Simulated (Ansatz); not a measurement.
# CsCl-type PbS

Computed with Ansatz (plane waves, PAW, 420 eV cutoff): PBEsol, scalar-relativistic, no spin polarisation, Γ-centred 8×8×8 mesh, 0.05 eV Gaussian smearing; PAW files: Ansatz's generated set soft_2.

```
CELL_PARAMETERS angstrom
3.57902 0.00000 0.00000
0.00000 3.57902 0.00000
0.00000 0.00000 3.57902
ATOMIC_POSITIONS crystal
Pb 0.00000 0.00000 0.00000
S 0.50000 0.50000 0.50000
```

This is a trial structure; measured cells of the compound in the Crystallography Open Database are in space groups C2/m, Fm-3m (rock salt).

Cell and atoms are those of this level's equilibrium.

The cell has space group Pm-3m (read at 0.01 Å). In it the stress is 0.00, 0.00, 0.00, 0.00, 0.00, 0.00 GPa and the largest force component 0.000 eV/Å. Each change below starts from this cell, without further relaxation. Stress is in GPa, positive in compression, in the order xx, yy, zz, yz, xz, xy; energies are counted from the cell above and are free energies with the smearing's entropy, which match forces and stress in a metal.

Problem. What happens when atom 2 (S) is moved by 0.05 Å along z?

Solution. The energy changes by -1.0 meV per cell, and the force on it along the shift is 0.0441 eV/Å (−F/u = -0.88 eV/Å²). Stress: -0.03, -0.03, 0.00, 0.00, 0.00, 0.00.
```tsv
atom	Fx (eV/Å)	Fy	Fz
Pb1	0.000	0.000	-0.044
S2	0.000	0.000	0.044
```

Problem. What stress follows from an engineering strain of 1 % in zz, atoms carried along?

Solution. -0.33, -0.33, -1.29, 0.00, 0.00, 0.00 GPa; the energy changes by 1.9 meV per cell.
The change of the stress over the strain gives a clamped-atom stiffness of about 128 GPa for this component, a secant value that lies under the elastic constant in tension and over it in compression, by several per cent for each per cent of strain.
In a harmonic crystal the energy would rise by V(½Cε² − σ₀ε), with σ₀ the stress of the unstrained cell, = 1.8 meV, which matches.

For elements this heavy, spin–orbit coupling would shift levels and gaps; it isn't included here.
